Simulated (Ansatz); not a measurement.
# Computed properties of La2O3 (B-type sites, P-3m1)

From the experimental literature:
- lattice constant a: 0.3937 nm (a; powder XRD; powder; mixed-phase precursor powder, partly converted to La(OH)3; paper miscalls the phase tetragonal; fit not explicitly stated, ICSD card cited; “Electronic Percolation Threshold of Self-Standing Ag-LaCoO3 Porous Electrodes for Practical Applications”, 2019, pmc:6696329)
- lattice constant c: 0.6132 nm (c; powder XRD; powder; mixed-phase precursor powder, partly converted to La(OH)3; paper miscalls the phase tetragonal; fit not explicitly stated, ICSD card cited; “Electronic Percolation Threshold of Self-Standing Ag-LaCoO3 Porous Electrodes for Practical Applications”, 2019, pmc:6696329)

The calculated numbers come from Ansatz 0.2.0. The cell comes from a prototype generator: it can be a known phase or a hypothetical one. No magnetic order is allowed.

A 15-atom cell of La2O3 built on the B-type structure (relaxed group P-3m1), relaxed with r2SCAN. The symmetry is P-3m1 (No. 164, trigonal); a = 3.935 Å, c = 6.126 Å in the conventional setting, 16.43 Å³ an atom. La is surrounded by 7 O at 2.37–2.73 Å; O is surrounded by 6 La at 2.73 Å; O is surrounded by 4 La at 2.37–2.45 Å. The runs used a cell of 15 atoms, 3 times the primitive one, so meshes, points and the kind of gap refer to a folded zone.

```
CELL_PARAMETERS angstrom
7.00647 -1.96784 -0.20605
7.00647 1.96784 -0.20605
-1.77741 0.00000 8.99049
ATOMIC_POSITIONS crystal
La 0.64019 0.64019 0.52651
La 0.35981 0.35981 0.47349
La 0.02648 0.02648 0.80681
La 0.69314 0.69314 0.14015
La 0.30686 0.30686 0.85985
La 0.97352 0.97352 0.19319
O 0.16665 0.16665 0.33332
O 0.82648 0.82648 0.00685
O 0.84018 0.84018 0.32649
O 0.49314 0.49314 0.34018
O 0.50686 0.50686 0.65982
O 0.50000 0.50000 0.00000
O 0.17352 0.17352 0.99315
O 0.15982 0.15982 0.67351
O 0.83335 0.83335 0.66668
```

On this one geometry the levels give:
```tsv
level	k mesh	gap (eV)	kind	edges	least direct gap (eV)
PBE	8×8×4	3.84	indirect	L₂ → V₂	3.91
PBE+SOC	8×8×4	3.83	indirect	L₂ → V₂	3.90
r2SCAN	8×8×4	4.23	indirect	L₂ → C	4.35
HSE06	4×4×2	5.29	indirect	L₂ → C	5.42
PBE0	4×4×2	6.03	indirect	M₂ → C	6.16
```
PBE: smearing of 0.02 eV; the others have fixed occupations.
Wave cutoffs: 420 eV, 500 eV (r2SCAN).
Points off the special ones are mesh points or PBE's searched band edges, reused at the other levels.

The HSE06 gap is indirect, 5.29 eV (L₂ to C), below the direct gap of 5.42 eV at C. Spin-orbit coupling changes the PBE gap by -0.01 eV, to 3.83 eV.

r2SCAN covers 27 % of the step from PBE to HSE06. For gaps to 0.1 eV, spin-orbit coupling (up to 0.01 eV here) can be left out. Among these functionals the gap stays indirect.

r2SCAN (ground state on 6×6×2): The clamped-ion dielectric constant comes out as a tensor with principal values 4.37, 4.49, 4.49. Born charges, averaged over directions: La +4.08, O -2.75 to -2.65 e. The program notes that the ground state's band table doesn't vouch for all the bands that the response reads.

Calculation and measurement side by side:
- Lattice constant a, measured 3.937 Å: r2SCAN 3.935 (0.0 %), PBEsol 3.907 (-0.8 %).
- Lattice constant c, measured 6.132 Å: r2SCAN 6.126 (-0.1 %), PBEsol 6.040 (-1.5 %).
The calculated lattice is static; the measured one holds thermal expansion and zero-point motion. Reports marked as nanostructured, strained, doped, implanted or mixed samples, and transport gaps, were set aside.

Only the levels marked +SOC include spin-orbit coupling.

The meshes of the hybrids are coarse, so their gaps aren't converged to the digits shown.
